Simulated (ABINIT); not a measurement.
Runs of ABINIT 10.8.3 (patched build) on Al. It takes space group Fm-3m (No. 225, cubic). Conventional cell: a = 4.050 Å, b = 4.050 Å, c = 4.050 Å, α = 90.00°, β = 90.00°, γ = 90.00°. Al (site symmetry m-3m) has 12 Al at 2.86 Å as nearest neighbours. 

```csv
potentials or basis,cutoff (eV),fine-grid cutoff,gap on the mesh (eV),pressure (GPa)
JTH PAW PBE v2.0,490,979.61 eV,none,(a)
Ansatz NC r2SCAN,354,-,none,-3.4
"Ansatz PAW PBE default generated set, frozen core",490,979.61 eV,none,(b)
SG15 NC PBE v1.2,1143,-,none,-1.9
PseudoDojo NC SR PBE v0.4.1 standard,653,-,none,-1.4
```

Alike in all rows: task band structure; level r2SCAN; no spin polarisation; cell as given; k mesh 11 × 11 × 11; smearing fermi-dirac 0.05 eV.

Question: Fill in the values left out.

Answer: (a) -2.9; (b) -3.6.

Caveats: the PAW data sets were made with another functional, which shifts forces and pressure a little (some runs); the potentials were made for another functional, which shifts forces and pressure (some runs); a meta-GGA on potentials with a model core is unreliable (some runs).

A gap of «none» marks a metal or a gap under the smearing width.

The runs don't all hold the same shells in valence.
